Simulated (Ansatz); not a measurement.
Density of states of InSe (R3m, a = 4.036 Å, b = 4.036 Å, c = 24.910 Å, α = 90.00°, β = 90.00°, γ = 120.00°), in states per eV and primitive cell, averaged over bins of 0.5 eV. All numbers below come from DFT PBE+D3(BJ), scalar-relativistic, plane waves, PAW (Ansatz).

Plane waves to 420 eV, a k mesh through Γ of 12×12×12 on the computed 4-atom cell and Gaussian smearing (0.02 eV); no spin polarisation.

The cell is relaxed at this level. The states (both spins) are summed by tetrahedra on a 18×18×18 mesh at the self-consistent density. Energies are bin centres; the table starts no lower than −8 eV and ends at 6 eV, or lower where the solved bands end.

The gap is 0.30 eV at this level, with the zero inside it.

| E − E_F (eV) | total | Se 4p | In 5p | In 5s | Se 4s |
| --- | --- | --- | --- | --- | --- |
| -6.40 | 3.47 | 1.07 | 0.35 | 1.87 | 0.16 |
| -5.90 | 1.09 | 0.40 | 0.19 | 0.43 | 0.06 |
| -5.40 | 1.75 | 0.89 | 0.22 | 0.58 | 0.05 |
| -4.90 | 0.71 | 0.36 | 0.06 | 0.23 | 0.05 |
| -4.40 | 0.78 | 0.42 | 0.02 | 0.25 | 0.07 |
| -3.90 | 2.20 | 1.38 | 0.64 | 0.12 | 0.04 |
| -3.40 | 2.54 | 1.72 | 0.67 | 0.09 | 0.04 |
| -2.90 | 3.53 | 2.54 | 0.80 | 0.10 | 0.05 |
| -2.40 | 4.58 | 3.52 | 0.86 | 0.09 | 0.05 |
| -1.90 | 4.03 | 2.94 | 0.85 | 0.14 | 0.04 |
| -1.40 | 2.15 | 1.44 | 0.51 | 0.14 | 0.02 |
| -0.90 | 0.90 | 0.62 | 0.19 | 0.07 | 0.01 |
| -0.40 | 0.27 | 0.19 | 0.05 | 0.02 | 0.00 |
| 0.10 | 0.00 | 0.00 | 0.00 | 0.00 | 0.00 |
| 0.60 | 0.03 | 0.01 | 0.01 | 0.01 | 0.00 |
| 1.10 | 0.64 | 0.19 | 0.20 | 0.17 | 0.05 |
| 1.60 | 3.35 | 1.17 | 0.98 | 0.90 | 0.14 |
| 2.10 | 3.18 | 1.09 | 0.85 | 1.00 | 0.09 |
| 2.60 | 0.82 | 0.15 | 0.43 | 0.15 | 0.04 |
| 3.10 | 1.13 | 0.20 | 0.70 | 0.04 | 0.06 |
| 3.60 | 3.34 | 0.52 | 1.99 | 0.21 | 0.15 |
| 4.10 | 5.32 | 0.99 | 3.21 | 0.25 | 0.10 |
| 4.60 | 1.69 | 0.31 | 0.95 | 0.14 | 0.03 |
| 5.10 | 1.00 | 0.13 | 0.60 | 0.10 | 0.02 |
| 5.60 | 1.99 | 0.16 | 1.26 | 0.06 | 0.06 |

The columns after the total are the main Löwdin projections on the occupied valence shells of the potentials; 1 other is left out. The rest of the total lies in those, in shells that are empty in the free atom, which aren't projected, and between the atoms.